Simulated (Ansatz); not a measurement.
# Indium, hcp under r²SCAN: from relaxation to bulk modulus, part 1 of 2

Aim: take indium in the hcp structure, relax it, solve it on a dense k-mesh, switch on spin-orbit coupling, then scale the cell to 7 volumes from 88 to 112 % of the relaxed one and try a fit of the equation of state. The k-meshes are 11×11×6 for the relaxation; 18×18×10 for the dense run; 11×11×6 for spin-orbit coupling; 12×12×7 for the volumes.

This is In in the hcp structure; at room conditions it is tetragonal.

Method: DFT r2SCAN, plane waves (500 eV) with PAW, scalar-relativistic; PAW files made under PBE, frozen cores solved again for the functional, in Ansatz 0.2.0.

**1. Starting point**

It takes space group P6_3/mmc (No. 194, hexagonal). Conventional cell: a = 3.331 Å, b = 3.331 Å, c = 5.440 Å, α = 90.00°, β = 90.00°, γ = 120.00°. Around In (site symmetry -6m2) lie 12 In at 3.33 Å.

Coordinates:

```
CELL_PARAMETERS angstrom
3.33139 0.00000 0.00000
-1.66570 2.88507 0.00000
0.00000 0.00000 5.44017
ATOMIC_POSITIONS crystal
In 0.33333 0.66667 0.25000
In 0.66667 0.33333 0.75000
```

**2. Relaxing cell and atoms**

Contents of input.yaml:

```yaml
crystal:
  lattice:
    - [3.3313943041, 0.0, 0.0]
    - [-1.665697152, 2.8850720974, 0.0]
    - [0.0, 0.0, 5.4401668986]
  atoms:
    - { symbol: In, position: [0.3333333333, 0.6666666667, 0.25] }
    - { symbol: In, position: [0.6666666667, 0.3333333333, 0.75] }
hamiltonian:
  xc: r2scan
  pseudopotentials:
    kind: paw
    azcp:
      In: "pseudopotentials/In.paw.azcp"
basis:
  ecutwfc: 500
  fft_grid_basis: typed
kpoints:
  mp_grid: { grid: [11, 11, 6], shift: [0, 0, 0] }
magnetization:
  spin_polarized: false
scf:
  occupations: { method: fermi_dirac, width: 0.1 }
relax:
  max_steps: 60
  f_tol: 0.01
  cell: {}
```

Launch:

```sh
$ ansatz run input.yaml --threads 1 --pin off --max-ram 3584MiB --backend cpu --events-out ev --progress --plain --runs-dir out
```

What it wrote (excerpt; [...] marks lines left out):

```text
[...]
Pseudopotentials: kind: paw
Pseudopotential: In, paw, valence charge 13, recommended cutoff 500 eV (meta_gga), <dir>
Functional definition: r2SCAN
[...]
Crystal: 2 atoms, lattice volume = 52.287 Å³
Basis set: ecut = 500 eV, 1315 PW (Γ), exchange–correlation on 100×100×160 points (64 copies of the dense FFT grid, shifted against one another)
Bands: 17, of which v1, the nominal top of the filled ones, is band 13 counted from 1 (12 counted from 0)
Symmetry: 24 space group operations
Space group: P63/mmc (ITA 194), of the structure as read, at distance tolerance 3.7e-5 Å
k-points: 64 of 726
[...]
SCF iter   1: F=—  HF=-11223.627511 eV  |F-HF|=—  |Δ(HF+E_count)|=         —  Δρ=8.00e-3  dr2=1.79e-2  dr2_τ=2.45e-3  ethr=1.77e-3  ⟨swp⟩=5.7  Hψ=5604  notcnv=0
[...]
relax step   1: F+E_penalty+E_count = -11223.63387242 eV  Δ(F+E_penalty+E_count) = +0.000e0 eV  max|allowed force component| = 7.401e-17 eV/Å  Δτ_max = 0.0000 Å  P = +0.448 GPa  Ω = 52.287 Å³  (7 SCF iters, dr2 threshold 1.00e-7 eV, accepted)
[...]
relax step   3: F+E_penalty+E_count = -11223.63465441 eV  Δ(F+E_penalty+E_count) = -1.647e-5 eV  max|allowed force component| = 3.701e-17 eV/Å  Δτ_max = 0.0000 Å  P = -0.006 GPa  Ω = 52.857 Å³  energy of the carried Pulay correction = -6.951e-5 eV  (5 SCF iters, dr2 threshold 8.39e-9 eV, accepted)
[...]
relax step   4: F+E_penalty+E_count = -11223.63472735 eV  Δ(F+E_penalty+E_count) = -7.294e-5 eV  max|allowed force component| = 5.551e-17 eV/Å  Δτ_max = 0.0000 Å  P = -0.004 GPa  Ω = 52.857 Å³  stress off target by 3.39e-2 GPa  SCF on the basis re-selected at this cell (its energy is not [...]
SCF converged after 5 iterations
Free energy (F): -11223.634727 eV
[...]
E sigma→0 (E₀):  -11223.620377 eV
Entropy (-TS):   -0.028700 eV (-14.350 meV/atom)
Fermi energy:    10.080074 eV
[...]
--- Forces (eV/Å), atoms counted from 1 ---
  atom   1  In     0.00000000    -0.00000000     0.00000000
  atom   2  In    -0.00000000     0.00000000    -0.00000000
[...]
--- Stress (GPa, compression-positive) ---
        0.011595       0.000000      -0.000000
        0.000000       0.011595       0.000000
       -0.000000       0.000000      -0.033905
  P = ⅓ Tr σ = -0.0036 GPa (-0.036 kbar)
--- Relaxed structure (3 steps of the walk, 3 accepted, 1 SCFs on fresh bases) ---
  F+E_penalty+E_count = -11223.63472735 eV   max|allowed force component| = 5.551e-17 eV/Å   (the final SCF, on the basis selected at the relaxed cell)
  cell:  # Å, volume = 52.8572 Å³
    - [3.3469381516996966, -2.900223242030734e-11, 0.0]
    - [-1.6734690758247315, 2.8985334642817735, 0.0]
    - [0.0, 0.0, 5.448513973366627]
  atoms:
    - { symbol: In, position: [0.33333333333333326, 0.6666666666666667, 0.25000000000000006] }
    - { symbol: In, position: [0.6666666666666665, 0.3333333333333334, 0.7500000000000001] }
```

It took 31 s on 1 thread of Intel Xeon Platinum 8259CL at 2.50GHz (Skylake/Cascade Lake), shared host; peak memory 0.65 GiB.

The walk, from the log:

| step | energy change (meV/atom) | largest force (eV/Å) | pressure (GPa) | volume (Å³/atom) |
| --- | --- | --- | --- | --- |
| 1 | 0.00 | 0.0000 | 0.45 | 26.144 |
| 2 | -0.38 | 0.0000 | 0.01 | 26.421 |
| 3 | -0.39 | 0.0000 | -0.01 | 26.429 |
| 4 | -0.43 | 0.0000 | 0.00 | 26.429 |

Steps that repeat a cell are solved on a basis chosen anew, so their changes of energy are no gain of the relaxation.

The cell of the run, before and after:

|  | before | after | change |
| --- | --- | --- | --- |
| a (Å) | 3.331 | 3.347 | +0.5 % |
| b (Å) | 3.331 | 3.347 | +0.5 % |
| c (Å) | 5.440 | 5.449 | +0.2 % |
| volume (Å³/atom) | 26.144 | 26.429 | +1.1 % |
| shortest distance (Å) | 3.331 | 3.340 | +0.3 % |
| space group (spins left aside) | P6_3/mmc | P6_3/mmc | same |

**3. The energy on a finer k-mesh**

Contents of input.yaml:

```yaml
crystal:
  lattice:
    - [3.3469381517, 0.0, 0.0]
    - [-1.6734690758, 2.8985334643, 0.0]
    - [0.0, 0.0, 5.4485139734]
  atoms:
    - { symbol: In, position: [0.3333333333, 0.6666666667, 0.25] }
    - { symbol: In, position: [0.6666666667, 0.3333333333, 0.75] }
hamiltonian:
  xc: r2scan
  pseudopotentials:
    kind: paw
    azcp:
      In: "pseudopotentials/In.paw.azcp"
basis:
  ecutwfc: 500
  fft_grid_basis: typed
kpoints:
  mp_grid: { grid: [18, 18, 10], shift: [0, 0, 0] }
magnetization:
  spin_polarized: false
scf:
  occupations: { method: fermi_dirac, width: 0.1 }
```

Launch:

```sh
$ ansatz run input.yaml --threads 1 --pin off --max-ram 3584MiB --backend cpu --events-out ev --progress --plain --runs-dir out
```

What it wrote (excerpt; [...] marks lines left out):

```text
[...]
Pseudopotentials: kind: paw
Pseudopotential: In, paw, valence charge 13, recommended cutoff 500 eV (meta_gga), <dir>
Functional definition: r2SCAN
[...]
Crystal: 2 atoms, lattice volume = 52.857 Å³
Basis set: ecut = 500 eV, 1315 PW (Γ), exchange–correlation on 100×100×160 points (64 copies of the dense FFT grid, shifted against one another)
Bands: 17, of which v1, the nominal top of the filled ones, is band 13 counted from 1 (12 counted from 0)
Symmetry: 24 space group operations
Space group: P63/mmc (ITA 194), of the structure as read, at distance tolerance 3.8e-5 Å
k-points: 222 of 3240
[...]
SCF iter   1: F=—  HF=-11223.616049 eV  |F-HF|=—  |Δ(HF+E_count)|=         —  Δρ=7.93e-3  dr2=1.80e-2  dr2_τ=2.32e-3  ethr=1.77e-3  ⟨swp⟩=5.5  Hψ=19259  notcnv=0
[...]
SCF iter   7: F=-11223.622271 eV  HF=-11223.622271 eV  |F-HF|=1.24e-8  |Δ(HF+E_count)|=   2.11e-7  Δρ=5.65e-6  dr2=1.15e-8  dr2_τ=2.68e-10  ethr=3.85e-10  ⟨swp⟩=2.8  Hψ=8008  notcnv=0
[...]
SCF converged after 7 iterations
Free energy (F): -11223.622271 eV
[...]
E sigma→0 (E₀):  -11223.607107 eV
Entropy (-TS):   -0.030328 eV (-15.164 meV/atom)
Fermi energy:    10.106968 eV
[...]
```

It took 28 s on 1 thread of Intel Xeon Platinum 8259CL at 2.50GHz (Skylake/Cascade Lake), shared host; peak memory 0.72 GiB.

**4. A two-component run at the same geometry**

input.yaml: that of step 3 with these lines changed.

```diff
@@ -11,3 +11,3 @@
   pseudopotentials:
-    kind: paw
+    kind: paw_fr
     azcp:
@@ -18,6 +18,12 @@
 kpoints:
-  mp_grid: { grid: [18, 18, 10], shift: [0, 0, 0] }
+  mp_grid: { grid: [11, 11, 6], shift: [0, 0, 0] }
 magnetization:
-  spin_polarized: false
+  noncollinear: true
+  spin_orbit: true
 scf:
   occupations: { method: fermi_dirac, width: 0.1 }
+output:
+  write_density: true
+  write_potential: true
+  elf: true
+  volumetric_format: npy
```

Launch:

```sh
$ ansatz run input.yaml --threads 1 --pin off --max-ram 3584MiB --backend cpu --events-out ev --progress --plain --runs-dir out
```

What it wrote (excerpt; [...] marks lines left out):

```text
[...]
Pseudopotentials: kind: paw_fr
Pseudopotential: In, paw_fr, valence charge 13, recommended cutoff 500 eV (meta_gga), <dir>
Functional definition: r2SCAN
[...]
non-collinear run that drives no moment, with spin-orbit: no starting moment large enough to seed its density (crystal.atoms[].spin), no starting occupations that ask for one, no magnetisation constraint and no magnetic field, so the semilocal B_xc is pinned to zero
Crystal: 2 atoms, lattice volume = 52.857 Å³
Basis set: ecut = 500 eV, 1315 PW (Γ), exchange–correlation on 100×100×160 points (64 copies of the dense FFT grid, shifted against one another)
Bands: 34, of which v1, the nominal top of the filled ones, is band 26 counted from 1 (25 counted from 0)
Symmetry: 24 space group operations + 24 with time reversal
Magnetic group: BNS 194.264 (UNI 1494), of the structure as read, at distance tolerance 3.8e-5 Å
[...]
spin=Noncollinear: Kerker preconditioning applied to the charge; magnetization (m_x, m_y, m_z) channels mix plain (no charge-response kernel on spin).
[...]
SCF iter   7: F=-11204.390031 eV  HF=-11204.390031 eV  |F-HF|=1.39e-7  |Δ(HF+E_count)|=   3.76e-6  Δρ=1.10e-5  dr2=4.65e-8  dr2_τ=1.64e-10  dr2_m=0.00e0 (ungated)  ethr=3.85e-10  |M|=0.00e0 ∫|m|=0.00e0 μB  |m|>n=0.0e0 m-floor=0.0e0 τ_xc=0.0e0  ⟨swp⟩=4.2  Hψ=4526  notcnv=0
[...]
SCF converged after 7 iterations
Magnetization: |M| = 0.0000 μB,  M = (+0.0000, +0.0000, +0.0000) μB
Absolute magnetization: 0.0000 μB (∫|m|)
  site 0: m = (+0.0000, +0.0000, +0.0000) μB, |m| = 0.0000 μB  (R = 1.38 Å)
  site 1: m = (+0.0000, +0.0000, +0.0000) μB, |m| = 0.0000 μB  (R = 1.38 Å)
Free energy (F): -11204.390031 eV
[...]
E sigma→0 (E₀):  -11204.375593 eV
Entropy (-TS):   -0.028877 eV (-14.438 meV/atom)
Fermi energy:    10.069067 eV
[...]
--- Band table (eV; the first three rows and the last of 64) ---
[...]
```

It took 54 s on 1 thread of Intel Xeon Platinum 8259CL at 2.50GHz (Skylake/Cascade Lake), shared host; peak memory 0.75 GiB.

With and without spin-orbit coupling:

|  | scalar-relativistic | with spin-orbit coupling |
| --- | --- | --- |
| k-mesh | 18×18×10 | 11×11×6 |
| gap on the mesh | none (levels filled in part) | none (levels filled in part) |

The meshes differ, so small differences between the columns need not come from spin-orbit coupling.

Density in a lattice plane of the grid's cell (edges 3.35 and 5.45 Å, at 0.333 of the third edge), which holds In.

Ten even steps from ' ' (0.09 e/Å³) to '@' (12.12 e/Å³):
```
                            
                            
              ..::----..    
              ::++##**==..  
            ..--**@@@@++::  
              ::++##**==..  
              ..::----..    
                            
                            
                            
                            
                            
                            
                            
                            
                            
                            
                            
                            
                            
```
Columns run along the first of these edges and rows up along the second, over one cell in 14 and 20 even steps from the bottom left corner. Atoms in the plane (fractional): In at (0.67, 0.75).

ELF in the same plane.

Ten even steps from '0' (0.00) to '9' (0.28):
```
98778998888889
99889989999998
89999899644798
89999895100279
89998894000169
89999895100279
89999899644798
99889989999998
98778998888889
88888999999999
99999999999999
99889999888999
88888899888999
88998899988998
89999889988998
88998899988998
88888899888999
99889999888999
99999999999999
88888999999999
```
Columns run along the first of these edges and rows up along the second, over one cell in 14 and 20 even steps from the bottom left corner. Atoms in the plane (fractional): In at (0.67, 0.75).

Both are smooth fields of the valence electrons: close to the nuclei they are not physical.

**5. Equation of state: 88 %**

Contents of input.yaml:

```yaml
crystal:
  lattice:
    - [3.2073171841, 0.0, 0.0]
    - [-1.603658592, 2.7776181594, 0.0]
    - [0.0, 0.0, 5.2212236087]
  atoms:
    - { symbol: In, position: [0.3333333333, 0.6666666667, 0.25] }
    - { symbol: In, position: [0.6666666667, 0.3333333333, 0.75] }
hamiltonian:
  xc: r2scan
  pseudopotentials:
    kind: paw
    azcp:
      In: "pseudopotentials/In.paw.azcp"
basis:
  ecutwfc: 500
  fft_grid_basis: typed
kpoints:
  mp_grid: { grid: [12, 12, 7], shift: [0, 0, 0] }
magnetization:
  spin_polarized: false
scf:
  occupations: { method: fermi_dirac, width: 0.1 }
  lower_state_search: "off"
output:
  stress: true
```

Launch:

```sh
$ ansatz run input.yaml --threads 1 --pin off --max-ram 3584MiB --backend cpu --events-out ev --progress --plain --runs-dir out
```

What it wrote (excerpt; [...] marks lines left out):

```text
[...]
Pseudopotentials: kind: paw
Pseudopotential: In, paw, valence charge 13, recommended cutoff 500 eV (meta_gga), <dir>
Functional definition: r2SCAN
[...]
Crystal: 2 atoms, lattice volume = 46.514 Å³
Basis set: ecut = 500 eV, 1165 PW (Γ), exchange–correlation on 96×96×160 points (64 copies of the dense FFT grid, shifted against one another)
Bands: 17, of which v1, the nominal top of the filled ones, is band 13 counted from 1 (12 counted from 0)
Symmetry: 24 space group operations
Space group: P63/mmc (ITA 194), of the structure as read, at distance tolerance 3.6e-5 Å
k-points: 76 of 1008
[...]
SCF iter   1: F=-11223.489047 eV  HF=-11223.483109 eV  |F-HF|=5.94e-3  |Δ(HF+E_count)|=         —  Δρ=8.45e-3  dr2=1.86e-2  dr2_τ=4.18e-3  ethr=1.77e-3  ⟨swp⟩=5.6  Hψ=6880  notcnv=0
[...]
SCF iter   7: F=-11223.496155 eV  HF=-11223.496155 eV  |F-HF|=1.45e-8  |Δ(HF+E_count)|=   2.54e-7  Δρ=7.29e-6  dr2=1.57e-8  dr2_τ=3.45e-10  ethr=3.85e-10  ⟨swp⟩=4.9  Hψ=4693  notcnv=0
[...]
SCF converged after 7 iterations
Free energy (F): -11223.496155 eV
[...]
E sigma→0 (E₀):  -11223.484419 eV
Entropy (-TS):   -0.023473 eV (-11.737 meV/atom)
Fermi energy:    12.029040 eV
[...]
--- Stress (GPa, compression-positive) ---
        7.587955       0.000000       0.000000
        0.000000       7.587955       0.000000
        0.000000       0.000000       6.939272
  P = ⅓ Tr σ = 7.3717 GPa (73.717 kbar)
```

Wall time 10 s (1 thread of Intel Xeon Platinum 8259CL at 2.50GHz (Skylake/Cascade Lake), shared host); peak memory 0.62 GiB.

**6. Equation of state: 92 %**

input.yaml: that of step 5 with these lines changed.

```diff
@@ -2,5 +2,5 @@
   lattice:
-    - [3.2073171841, 0.0, 0.0]
-    - [-1.603658592, 2.7776181594, 0.0]
-    - [0.0, 0.0, 5.2212236087]
+    - [3.2551946484, 0.0, 0.0]
+    - [-1.6275973242, 2.8190812598, 0.0]
+    - [0.0, 0.0, 5.29916381]
   atoms:
@@ -26 +26,5 @@
   stress: true
+  write_density: true
+  write_potential: true
+  elf: true
+  volumetric_format: npy
```

Launch:

```sh
$ ansatz run input.yaml --threads 1 --pin off --max-ram 3584MiB --backend cpu --events-out ev --progress --plain --runs-dir out
```

What it wrote (excerpt; [...] marks lines left out):

```text
[...]
Pseudopotentials: kind: paw
Pseudopotential: In, paw, valence charge 13, recommended cutoff 500 eV (meta_gga), <dir>
Functional definition: r2SCAN
[...]
Crystal: 2 atoms, lattice volume = 48.629 Å³
Basis set: ecut = 500 eV, 1237 PW (Γ), exchange–correlation on 96×96×160 points (64 copies of the dense FFT grid, shifted against one another)
Bands: 17, of which v1, the nominal top of the filled ones, is band 13 counted from 1 (12 counted from 0)
Symmetry: 24 space group operations
Space group: P63/mmc (ITA 194), of the structure as read, at distance tolerance 3.7e-5 Å
k-points: 76 of 1008
[...]
SCF iter   1: F=-11223.566388 eV  HF=-11223.561858 eV  |F-HF|=4.53e-3  |Δ(HF+E_count)|=         —  Δρ=8.15e-3  dr2=1.78e-2  dr2_τ=3.49e-3  ethr=1.77e-3  ⟨swp⟩=5.7  Hψ=6950  notcnv=0
[...]
SCF iter   7: F=-11223.572256 eV  HF=-11223.572256 eV  |F-HF|=1.96e-8  |Δ(HF+E_count)|=   2.82e-7  Δρ=7.23e-6  dr2=1.68e-8  dr2_τ=2.92e-10  ethr=3.85e-10  ⟨swp⟩=9.7  Hψ=9355  notcnv=0
[...]
SCF converged after 7 iterations
Free energy (F): -11223.572256 eV
[...]
E sigma→0 (E₀):  -11223.560340 eV
Entropy (-TS):   -0.023832 eV (-11.916 meV/atom)
Fermi energy:    11.327915 eV
[...]
--- Stress (GPa, compression-positive) ---
        4.515513       0.000000       0.000000
        0.000000       4.515513       0.000000
        0.000000       0.000000       3.841524
  P = ⅓ Tr σ = 4.2909 GPa (42.909 kbar)
--- Band table (eV; the first three rows and the last of 76) ---
  k-point 0: bands = ["-4.1924", "-4.0807", "-4.0476", "-4.0476", "-4.0087", "-4.0087", "-3.9397", "-3.9397", "-3.6915", "-3.6915", "0.6955", "6.8080", "7.3556", "20.5997", "20.5997", "22.6328", "22.6328"]
[...]
```

Wall time 16 s (1 thread of Intel Xeon Platinum 8259CL at 2.50GHz (Skylake/Cascade Lake), shared host); peak memory 0.63 GiB.

**7. Equation of state: 96 %**

input.yaml: that of step 6 with these lines changed.

```diff
@@ -2,5 +2,5 @@
   lattice:
-    - [3.2551946484, 0.0, 0.0]
-    - [-1.6275973242, 2.8190812598, 0.0]
-    - [0.0, 0.0, 5.29916381]
+    - [3.3017037127, 0.0, 0.0]
+    - [-1.6508518563, 2.859359291, 0.0]
+    - [0.0, 0.0, 5.3748763793]
   atoms:
```

Launch:

```sh
$ ansatz run input.yaml --threads 1 --pin off --max-ram 3584MiB --backend cpu --events-out ev --progress --plain --runs-dir out
```

What it wrote (excerpt; [...] marks lines left out):

```text
[...]
Pseudopotentials: kind: paw
Pseudopotential: In, paw, valence charge 13, recommended cutoff 500 eV (meta_gga), <dir>
Functional definition: r2SCAN
[...]
Crystal: 2 atoms, lattice volume = 50.743 Å³
Basis set: ecut = 500 eV, 1291 PW (Γ), exchange–correlation on 100×100×160 points (64 copies of the dense FFT grid, shifted against one another)
Bands: 17, of which v1, the nominal top of the filled ones, is band 13 counted from 1 (12 counted from 0)
Symmetry: 24 space group operations
Space group: P63/mmc (ITA 194), of the structure as read, at distance tolerance 3.7e-5 Å
k-points: 76 of 1008
[...]
SCF iter   1: F=-11223.606738 eV  HF=-11223.604207 eV  |F-HF|=2.53e-3  |Δ(HF+E_count)|=         —  Δρ=8.07e-3  dr2=1.79e-2  dr2_τ=2.85e-3  ethr=1.77e-3  ⟨swp⟩=5.8  Hψ=6966  notcnv=0
[...]
SCF iter   7: F=-11223.612387 eV  HF=-11223.612387 eV  |F-HF|=1.56e-8  |Δ(HF+E_count)|=   2.34e-7  Δρ=6.17e-6  dr2=1.31e-8  dr2_τ=2.63e-10  ethr=3.85e-10  ⟨swp⟩=9.7  Hψ=9283  notcnv=0
[...]
SCF converged after 7 iterations
Free energy (F): -11223.612387 eV
[...]
E sigma→0 (E₀):  -11223.600104 eV
Entropy (-TS):   -0.024565 eV (-12.283 meV/atom)
Fermi energy:    10.688443 eV
[...]
--- Stress (GPa, compression-positive) ---
        2.126626       0.000000       0.000000
        0.000000       2.126626       0.000000
        0.000000       0.000000       1.420538
  P = ⅓ Tr σ = 1.8913 GPa (18.913 kbar)
--- Band table (eV; the first three rows and the last of 76) ---
  k-point 0: bands = ["-4.7475", "-4.6566", "-4.6268", "-4.6268", "-4.5928", "-4.5928", "-4.5310", "-4.5310", "-4.3079", "-4.3079", "0.3873", "6.1935", "6.9292", "19.6423", "19.6423", "21.6281", "21.6281"]
[...]
```

Run time: 17 s. Hardware: 1 thread of Intel Xeon Platinum 8259CL at 2.50GHz (Skylake/Cascade Lake), shared host; peak memory 0.65 GiB.

**8. Equation of state: 100 %**

input.yaml: that of step 7 with these lines changed.

```diff
@@ -2,5 +2,5 @@
   lattice:
-    - [3.3017037127, 0.0, 0.0]
-    - [-1.6508518563, 2.859359291, 0.0]
-    - [0.0, 0.0, 5.3748763793]
+    - [3.3469381517, 0.0, 0.0]
+    - [-1.6734690758, 2.8985334643, 0.0]
+    - [0.0, 0.0, 5.4485139734]
   atoms:
@@ -26,5 +26 @@
   stress: true
-  write_density: true
-  write_potential: true
-  elf: true
-  volumetric_format: npy
```

Launch:

```sh
$ ansatz run input.yaml --threads 1 --pin off --max-ram 3584MiB --backend cpu --events-out ev --progress --plain --runs-dir out
```

What it wrote (excerpt; [...] marks lines left out):

```text
[...]
Pseudopotentials: kind: paw
Pseudopotential: In, paw, valence charge 13, recommended cutoff 500 eV (meta_gga), <dir>
Functional definition: r2SCAN
[...]
Crystal: 2 atoms, lattice volume = 52.857 Å³
Basis set: ecut = 500 eV, 1315 PW (Γ), exchange–correlation on 100×100×160 points (64 copies of the dense FFT grid, shifted against one another)
Bands: 17, of which v1, the nominal top of the filled ones, is band 13 counted from 1 (12 counted from 0)
Symmetry: 24 space group operations
Space group: P63/mmc (ITA 194), of the structure as read, at distance tolerance 3.8e-5 Å
k-points: 76 of 1008
[...]
SCF iter   1: F=-11223.618923 eV  HF=-11223.618259 eV  |F-HF|=6.64e-4  |Δ(HF+E_count)|=         —  Δρ=7.97e-3  dr2=1.81e-2  dr2_τ=2.33e-3  ethr=1.77e-3  ⟨swp⟩=5.6  Hψ=6936  notcnv=0
[...]
SCF iter   7: F=-11223.624508 eV  HF=-11223.624508 eV  |F-HF|=1.25e-8  |Δ(HF+E_count)|=   2.18e-7  Δρ=5.49e-6  dr2=1.10e-8  dr2_τ=2.66e-10  ethr=3.85e-10  ⟨swp⟩=4.9  Hψ=4260  notcnv=0
[...]
SCF converged after 7 iterations
Free energy (F): -11223.624508 eV
[...]
E sigma→0 (E₀):  -11223.611681 eV
Entropy (-TS):   -0.025653 eV (-12.827 meV/atom)
Fermi energy:    10.102063 eV
[...]
--- Stress (GPa, compression-positive) ---
        0.269050       0.000000       0.000000
        0.000000       0.269050       0.000000
        0.000000       0.000000      -0.463181
  P = ⅓ Tr σ = 0.0250 GPa (0.250 kbar)
```

Run time: 10 s. Hardware: 1 thread of Intel Xeon Platinum 8259CL at 2.50GHz (Skylake/Cascade Lake), shared host; peak memory 0.65 GiB.

(Continued in part 2 of 2.)
